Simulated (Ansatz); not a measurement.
# Os: stress in a strained cell

Os is deformed so: zz strain of +3 %. What stress and forces result, by LAPW, PAW and all-electron datasets made for the crystal?

Method: DFT PBE, scalar-relativistic, in Ansatz 0.2.0.

### Step 1. The starting structure

It takes space group Fm-3m (No. 225, cubic). Conventional cell: a = 3.890 Å, b = 3.890 Å, c = 3.890 Å, α = 90.00°, β = 90.00°, γ = 90.00°. Os (site symmetry m-3m) has 12 Os at 2.75 Å as nearest neighbours.

Structure file:

```cif
data_structure
_symmetry_space_group_name_H-M 'Fm-3m'
_symmetry_Int_Tables_number 225
_cell_length_a 3.8900
_cell_length_b 3.8900
_cell_length_c 3.8900
_cell_angle_alpha 90.000
_cell_angle_beta 90.000
_cell_angle_gamma 90.000
_cell_volume 58.86
loop_
_atom_site_label
_atom_site_type_symbol
_atom_site_symmetry_multiplicity
_atom_site_Wyckoff_symbol
_atom_site_fract_x
_atom_site_fract_y
_atom_site_fract_z
_atom_site_occupancy
Os1 Os 4 a 0.00000 0.00000 0.00000 1
```

The file gives the conventional cell by its symmetry; the runs use the cell typed in the input.

### Step 2. After the deformation

Space group Fm-3m before, I4/mmm after.

### Step 3. LAPW, all electrons

input.yaml reads:

```yaml
crystal:
  lattice:
    - [0.0, 1.945, 2.00335]
    - [1.945, 0.0, 2.00335]
    - [1.945, 1.945, 0.0]
  atoms:
    - { symbol: Os, position: [0.0, 0.0, 0.0] }
kpoints:
  mp_grid: { grid: [14, 14, 14] }
  band_path:
    path:
      - [0.0, 0.0, 0.0]
      - [0.0, 0.5, 0.5]
      - [0.25, 0.75, 0.5]
      - [0.0, 0.5, 0.0]
      - [0.0, 0.0, 0.0]
      - [0.5, 0.5, 0.0]
      - [0.3678244886, 0.6321755114, 0.0]
      - [-0.3678244886, 0.3678244886, 0.0]
      - [0.0, 0.0, 0.0]
    npoints: 5
scf:
  occupations: { method: fermi_dirac, width: 0.05 }
hamiltonian:
  xc: pbe
  pseudopotentials: { kind: all_electron, lapw: { basis_error: 0.0005 } }
output:
  forces: true
  stress: true
  eigenvalues: true
```

The run is started by

```bash
ansatz run input.yaml --threads 1 --pin off --max-ram 3072MiB --backend cpu --events-out ev --progress --plain --runs-dir out
```

### Step 4. PAW with frozen cores

input.yaml reads:

```yaml
crystal:
  lattice:
    - [0.0, 1.945, 2.00335]
    - [1.945, 0.0, 2.00335]
    - [1.945, 1.945, 0.0]
  atoms:
    - { symbol: Os, position: [0.0, 0.0, 0.0] }
kpoints:
  mp_grid: { grid: [14, 14, 14] }
scf:
  occupations: { method: fermi_dirac, width: 0.05 }
hamiltonian:
  xc: pbe
  pseudopotentials: { kind: paw }
output:
  forces: true
  stress: true
  eigenvalues: true
  efg: { contact_densities: true }
```

### Step 5. Datasets made for this crystal

input.yaml: that of step 4 with these lines changed.

```diff
@@ -13,3 +13,3 @@
   xc: pbe
-  pseudopotentials: { kind: paw }
+  pseudopotentials: { kind: all_electron, datasets: crystal }
 output:
```

(Steps that only read results are left out.)

What does the calculation give? Wanted: pressure; largest shear or deviatoric stress.

The runs gave:

| quantity | value |
| --- | --- |
| pressure | LAPW -18.71, PAW -18.74, crystal datasets -18.71 GPa |
| largest shear or deviatoric stress (LAPW) | 5.29 GPa |

**Reading.** The largest part of the stress beyond the pressure is 5.29 GPa in size, in the zz component. No run of the undeformed cell stands beside it, so the pressure holds what the given cell had before the change. PAW: stress within 0.04 GPa of LAPW. Crystal datasets: stress within 0.01 GPa of LAPW. Spin-orbit coupling is left out, though the cell holds Os; in elements this heavy it can shift bands and gaps by tenths of an eV.
